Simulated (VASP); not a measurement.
# V (I4/mmm) in VASP: a series of runs, part 2 of 2

VASP 6.6.1. Earlier steps stand in the parts before.

### Step 3. Single point, PBEsol (strain -0.080 along x and y, +0.000 along z, atoms carried along)

INCAR

```
PREC     = Accurate       # precision mode
ENCUT    = 520            # plane-wave cutoff, eV
EDIFF    = 1E-6           # SCF threshold, eV
ISMEAR   = 0              # smearing method
SIGMA    = 0.15           # smearing width, eV
LREAL    = False          # projectors in reciprocal space
LASPH    = True           # aspherical terms in the spheres
NELM     = 100            # most SCF steps
ALGO     = Fast           # electronic algorithm
ISIF     = 2              # what is computed and relaxed
LWAVE    = False          # write WAVECAR
LCHARG   = False          # write CHGCAR
GGA      = PS             # functional
NBANDS   = 12             # bands
```

KPOINTS

```
Automatic mesh
0
Gamma
  22 22 22
```

POSCAR

```
V
1.0
   -1.3919600000      1.3919600000      1.5130000000
    1.3919600000     -1.3919600000      1.5130000000
    1.3919600000      1.3919600000     -1.5130000000
V
1
Direct
    0.0000000000      0.0000000000      0.0000000000
```

Potentials or basis: VASP PAW PBE potentials, release 64 (V_sv).

On the command line:

```console
$ cat potpaw_PBE.64/V_sv/POTCAR > POTCAR
$ mpirun -np 1 vasp_std > vasp.out
```

OUTCAR:

```text
PREC = Accurate
   ENCUT = 520
   EDIFF = 1E-6
   ISMEAR = 0
   LREAL = False
   LASPH = True
   NELM = 100
   ISIF = 2
   GGA = PS

 ion  position               nearest neighbor table
   1  0.000  0.000  0.000-

  LATTYP: Found a body centered tetragonal cell.
 ALAT       =     2.7839200000
 C/A-ratio  =     1.0869565217

  Lattice vectors:

 A1 = (  -1.3919600000,   1.3919600000,   1.5130000000)
 A2 = (   1.3919600000,  -1.3919600000,   1.5130000000)
 A3 = (   1.3919600000,   1.3919600000,  -1.5130000000)

Analysis of symmetry for initial positions (statically):
=====================================================================
 Subroutine PRICEL returns:
 Original cell was already a primitive cell.

 Routine SETGRP: Setting up the symmetry group for a
 body centered tetragonal supercell.

 Subroutine GETGRP returns: Found 16 space group operations
 (whereof 16 operations were pure point group operations)
 out of a pool of 16 trial point group operations.

The static configuration has the point symmetry D_4h.

Analysis of symmetry for dynamics (positions and initial velocities):
=====================================================================
 Subroutine PRICEL returns:
 Original cell was already a primitive cell.

 Routine SETGRP: Setting up the symmetry group for a
 body centered tetragonal supercell.

 Subroutine GETGRP returns: Found 16 space group operations
 (whereof 16 operations were pure point group operations)
 out of a pool of 16 trial point group operations.

The dynamic configuration has the point symmetry D_4h.

 Subroutine INISYM returns: Found 16 space group operations
 (whereof 16 operations are pure point group operations),
 and found     1 'primitive' translations

----------------------------------------------------------------------------------------

                                     Primitive cell

  volume of cell :      11.7261

  direct lattice vectors                    reciprocal lattice vectors
    -1.391960000  1.391960000  1.513000000     0.000000000  0.359205724  0.330469266
     1.391960000 -1.391960000  1.513000000     0.359205724  0.000000000  0.330469266
     1.391960000  1.391960000 -1.513000000     0.359205724  0.359205724  0.000000000

  length of vectors
     2.482795659  2.482795659  2.482795659     0.488097007  0.488097007  0.507993607

  position of ions in fractional coordinates (direct lattice)
     0.000000000  0.000000000  0.000000000

  ion indices of the primitive-cell ions
   primitive index   ion index
                 1           1

----------------------------------------------------------------------------------------

 KPOINTS: Automatic mesh

Automatic generation of k-mesh.
 Grid dimensions read from file:
 generate k-points for:   22   22   22

 Generating k-lattice:

  Cartesian coordinates                     Fractional coordinates (reciprocal lattice)
     0.000000000  0.016327533  0.015021330     0.045454545 -0.000000000  0.000000000
     0.016327533  0.000000000  0.015021330    -0.000000000  0.045454545  0.000000000
     0.016327533  0.016327533  0.000000000     0.000000000  0.000000000  0.045454545

  Length of vectors
     0.022186228  0.022186228  0.023090618

  Shift w.r.t. Gamma in fractional coordinates (k-lattice)
     0.000000000  0.000000000  0.000000000

 Subroutine IBZKPT returns following result:
 ===========================================

 Found    834 irreducible k-points:

 Following reciprocal coordinates:
            Coordinates               Weight
  0.000000  0.000000  0.000000      1.000000
  0.045455  0.000000  0.000000      8.000000
  0.090909  0.000000  0.000000      8.000000
  0.136364  0.000000 -0.000000      8.000000
  0.181818  0.000000 -0.000000      8.000000
  0.227273  0.000000 -0.000000      8.000000
[... 16 lines left out ...]
  0.500000  0.045455 -0.000000     16.000000
 -0.454545  0.045455  0.000000     16.000000
 [... further k-points ...]
   k-points           NKPTS =    834   k-points in BZ     NKDIM =    834   number of bands    NBANDS=     12
   number of dos      NEDOS =    301   number of ions     NIONS =      1
   total plane-waves  NPLWV =   5832
   dimension x,y,z NGX =    18 NGY =   18 NGZ =   18
   dimension x,y,z NGXF=    36 NGYF=   36 NGZF=   36
   ions per type =               1
   NGX,Y,Z   is equivalent  to a cutoff of  12.05, 12.05, 12.05 a.u.
   NGXF,Y,Z  is equivalent  to a cutoff of  24.11, 24.11, 24.11 a.u.
 SYSTEM =  unknown system
   PREC   = accura    normal or accurate (medium, high low for compatibility)
   ISTART =      0    job   : 0-new  1-cont  2-samecut
   ICHARG =      2    charge: 1-file 2-atom 10-const
   ISPIN  =      1    spin polarized calculation?
   LNONCOLLINEAR =      F non collinear calculations
   LSORBIT =      F    spin-orbit coupling
   LASPH  =      T    aspherical Exc in radial PAW
   ENCUT  =  520.0 eV  38.22 Ry    6.18 a.u.   4.62  4.62  4.62*2*pi/ulx,y,z
   NELM   =    100;   NELMIN=  2; NELMDL= -5     # of ELM steps
   EDIFF  = 0.1E-05   stopping-criterion for ELM
   LREAL  =      F    real-space projection
   EDIFFG = 0.1E-04   stopping-criterion for IOM
   NSW    =      0    number of steps for IOM
   IBRION =     -1    ionic relax: 0-MD 1-quasi-New 2-CG
   NFREE  =      0    steps in history (QN), initial steepest desc. (CG)
   ISIF   =      2    stress and relaxation
   ISYM   =      2    0-nonsym 1-usesym 2-fastsym
   POTIM  = 0.5000    time-step for ionic-motion
   TEBEG  =    0.0;   TEEND  =   0.0 temperature during run
   PSTRESS=    0.0 pullay stress
   NELECT =      13.0000    total number of electrons
   NUPDOWN=      -1.0000    fix difference up-down
   EMIN   =  10.00;   EMAX   =-10.00  energy-range for DOS
   EFERMI =   0.00;   METHOD = LEGACY
   ISMEAR =     0;   SIGMA  =   0.15  broadening in eV -4-tet -1-fermi 0-gaus
   EFERMI_NEDOS =   21; number of points for ismear=-14 and -15
   IALGO  =     68    algorithm
   IMIX   =      4    mixing-type and parameters
     AMIX     =   0.40;   BMIX     =  1.00
     AMIX_MAG =   1.60;   BMIX_MAG =  1.00
  volume/ion in A,a.u.               =      11.73        79.13
  Fermi-wavevector in a.u.,A,eV,Ry     =   1.694358  3.201872 39.060265  2.870849
  Thomas-Fermi vector in A             =   2.775597
   LORBIT       =      0    0 simple, 1 ext, 2 COOP (PROOUT), +10 PAW based schemes
   GGA     = PS    functional components
   LHFCALC =     F    Hartree Fock is set to
   AEXX    =    0.0000 exact exchange contribution
   IVDW    =     0    specifies the selected vdW correction
   LEPSILON=     F    determine dielectric tensor
   LRPA    =     F    only Hartree local field effects (RPA)
 non-spin polarized calculation
 RMM-DIIS sequential band-by-band and
 Gauss-broadening in eV      SIGMA  =   0.15
  energy-cutoff  :      520.00
  volume of cell :       11.73
 maximum number of plane-waves:       337
   NGX =  9   NGY =  9   NGZ =  9

 number of electron      13.0000003 magnetization

 Free energy of the ion-electron system (eV)
  ---------------------------------------------------
  ext. energy  EPLUGINS =         0.00000000
  ---------------------------------------------------
  free energy    TOTEN  =        -9.52584693 eV

  energy without entropy =       -9.50851759  energy(sigma->0) =       -9.51718226

 E-fermi :  11.4334     XC(G=0): -13.8374

 val. band max:       11.4280392886   @ k =  -0.4545   0.4545   0.2273
 cond. band min:      11.4335333808   @ k =   0.1364   0.0455   0.0455
 fundamental gap:      0.0054940921
 Fermi energy:        11.4333796357

 k-point     1 :       0.0000    0.0000    0.0000
  band No.  band energies     occupation
      1     -51.9427      2.00000
      2     -25.0591      2.00000
      3     -25.0591      2.00000
      4     -25.0576      2.00000
      5       4.5459      2.00000
      6      11.6245      0.07151
      7      11.6245      0.07151
      8      12.3671      0.00000
      9      13.7076      0.00000
     10      14.5666      0.00000
     11      31.8525      0.00000
     12      33.6491      0.00000
[... 331 lines left out ...]
 k-point    24 :      -0.4545    0.0455    0.0000
  band No.  band energies     occupation
      1     -51.6175      2.00000
      2     -26.4012      2.00000
      3     -25.4344      2.00000
      4     -25.0771      2.00000
      5       7.8356      2.00000
      6      10.3649      2.00000
      7      12.6765      0.00000
      8      13.7648      0.00000
      9      14.8518      0.00000
     10      16.1359      0.00000
     11      23.8412      0.00000
     12      28.8749      0.00000

 [... further k-points ...]

------------------------ aborting loop because EDIFF is reached ----------------------------------------

  FORCE on cell =-STRESS in cart. coord.  units (eV):
  Direction    XX          YY          ZZ          XY          YZ          ZX
  --------------------------------------------------------------------------------------
  -------------------------------------------------------------------------------------
  Total        2.1827903      2.1827903      1.0507633      0.0000000     -0.0000000      0.0000000
  in kB      298.2429379    298.2429379    143.5697887      0.0000000     -0.0000000      0.0000000
  external PRESSURE =     246.6852215 kB  Pullay stress =       0.0000000 kB

 VOLUME and BASIS-vectors are now :
 -----------------------------------------------------------------------------
  energy-cutoff  :      520.00
  volume of cell :       11.73
      direct lattice vectors                 reciprocal lattice vectors
    -1.391960000  1.391960000  1.513000000     0.000000000  0.359205724  0.330469266
     1.391960000 -1.391960000  1.513000000     0.359205724  0.000000000  0.330469266
     1.391960000  1.391960000 -1.513000000     0.359205724  0.359205724  0.000000000

 POSITION                                       TOTAL-FORCE (eV/Angst)
 -----------------------------------------------------------------------------------
      0.00000      0.00000      0.00000        -0.000000      0.000000      0.000000
 -----------------------------------------------------------------------------------
    total drift:                                0.000000      0.000000      0.000000

  FREE ENERGIE OF THE ION-ELECTRON SYSTEM (eV)
  ---------------------------------------------------
  free  energy   TOTEN  =        -9.5258469310 eV

  energy  without entropy=       -9.5085175874  energy(sigma->0) =       -9.51718226
```

Wall time 68 s (1 thread of Intel Xeon Platinum 8559C (Emerald Rapids), shared host); peak memory 0.21 GiB.

Results:

| Item | Value |
| --- | --- |
| Free energy | -9.5258 eV |
| Pressure | 24.7 GPa |
| Band gap on the k mesh | none (metal or under the smearing width) |

Caveat: so large a pressure means that the cell lies far from this level's equilibrium, or that cutoff or potentials fall short; the potentials were made for another functional, which shifts forces and pressure.

### Step 4. Single point, PBEsol (strain +0.080 along x and y, -0.080 along z, atoms carried along)

INCAR

```
SYSTEM = V
PREC     = Accurate       ! precision mode
ENCUT    = 520            ! plane-wave cutoff, eV
EDIFF    = 1E-6           ! SCF threshold, eV
ISMEAR   = 0              ! smearing method
SIGMA    = 0.15           ! smearing width, eV
LREAL    = .False.        ! projectors in reciprocal space
LASPH    = .True.         ! aspherical terms in the spheres
NELM     = 100            ! most SCF steps
ALGO     = Fast           ! electronic algorithm
ISIF     = 2              ! what is computed and relaxed
LWAVE    = .False.        ! write WAVECAR
LCHARG   = .False.        ! write CHGCAR
GGA      = PS             ! functional
NBANDS   = 12             ! bands
```

KPOINTS

```
Automatic mesh
0
Gamma
  22 22 22
  0 0 0
```

POSCAR

```
V
1.0
   -1.6340400000      1.6340400000      1.3919600000
    1.6340400000     -1.6340400000      1.3919600000
    1.6340400000      1.6340400000     -1.3919600000
V
1
Direct
    0.0000000000      0.0000000000      0.0000000000
```

On the command line:

```console
$ cat potpaw_PBE.64/V_sv/POTCAR > POTCAR
$ mpirun -np 1 vasp_std > vasp.out
```

Wall time 71 s (1 thread of Intel Xeon Platinum 8559C (Emerald Rapids), shared host); peak memory 0.24 GiB.

Results (log left out):

```
Free energy            : -9.4499 eV
Pressure               : -19.1 GPa
Band gap on the k mesh : none (metal or under the smearing width)
```

Stress tensor (GPa, compression positive):
```
-22.90   0.00   0.00
  0.00 -22.90   0.00
  0.00   0.00 -11.51
```

Levels at points of the mesh, in eV from the Fermi level:
```
           k point  band 2  band 3  band 4  band 5  band 6  band 7  band 8  band 9  band 10  band 11
(0.00, 0.00, 0.00)  -37.25  -37.25  -37.23   -6.46   -0.41    0.82    0.82    1.17     2.55    18.54
(0.50, 0.00, 0.00)  -37.92  -37.47  -37.31   -2.96   -1.44    1.77    1.91    3.03     3.45     9.47
(0.50, 0.50, 0.00)  -37.91  -37.38  -37.22   -2.96   -0.03    0.49    1.09    1.99     3.40     8.06
(0.50, 0.50, 0.50)  -37.75  -37.75  -37.54   -2.86   -2.52    3.12    3.12    3.39     7.58     7.58
```

Caveat: so large a pressure means that the cell lies far from this level's equilibrium, or that cutoff or potentials fall short; the potentials were made for another functional, which shifts forces and pressure.

### Step 5. Overview

```csv
cell,gap on the mesh (eV),pressure (GPa)
"strain +0.080 along x and y, +0.000 along z, atoms carried along",none,-27.8
"strain -0.080 along x and y, +0.000 along z, atoms carried along",none,24.7
"strain +0.080 along x and y, -0.080 along z, atoms carried along",none,-19.1
```

Alike in all rows: task single point; level PBEsol; potentials or basis VASP PAW PBE potentials, release 64 (V_sv); no spin polarisation; k mesh 22 × 22 × 22; cutoff (eV) 520; smearing gaussian 0.15 eV.

Caveats: so large a pressure means that the cell lies far from this level's equilibrium, or that cutoff or potentials fall short; the potentials were made for another functional, which shifts forces and pressure.

Absolute energies hang on the potentials; compare differences alone.
